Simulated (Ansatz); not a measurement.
Li2Se: the gap from level to level

A database entry relaxed whole under r2SCAN at zero pressure (Fm-3m, No. 225):

```
Li Se
1.0
     0.00000    2.99278    2.99278
     2.99278    0.00000    2.99278
     2.99278    2.99278    0.00000
Li Se
2 1
Direct
  0.25000 0.25000 0.25000
  0.75000 0.75000 0.75000
  0.00000 0.00000 0.00000
```

Its volume is 17.87 Å³ an atom, -1.0 % against the entry's 18.05, which is old or was flagged in a check.

Single points on this cell with plane-wave PAW DFT (Ansatz 0.2.0; r2SCAN 500 eV, hybrids 420 eV; fermi-dirac occupations of width 0.020 eV; no moments): r2SCAN on a 8×8×8 Γ-centred mesh; HSE06 on a 8×8×8 Γ-centred mesh; PBE0 on a 8×8×8 Γ-centred mesh.

Question: What does each level give for gap and charges?

Answer: The runs give:

```csv
level,"gap (eV), or kind",pressure (GPa),Bader charge of Li (e),Bader charge of Se (e)
r2SCAN,3.48,0.0,+0.88,-1.76
HSE06,3.82,-0.3,+0.87,-1.74
PBE0,4.48,-0.3,+0.87,-1.74
```

Under r2SCAN the gap is 3.48 eV, over mesh and band path. HSE06 moves it by +0.34 eV and PBE0 by +1.01 eV; PBE0 keeps its exact exchange at long range, which widens the gap over HSE06's by 0.67 eV on their common mesh.

Caveats: the relaxation kept the start's symmetry; HSE06 is read on its mesh and at the zone's corners, PBE0 on its mesh alone; hybrid pressures are good to a few tenths of a GPa; no spin-orbit coupling, which narrows gaps of heavier elements; pressure is positive in compression.
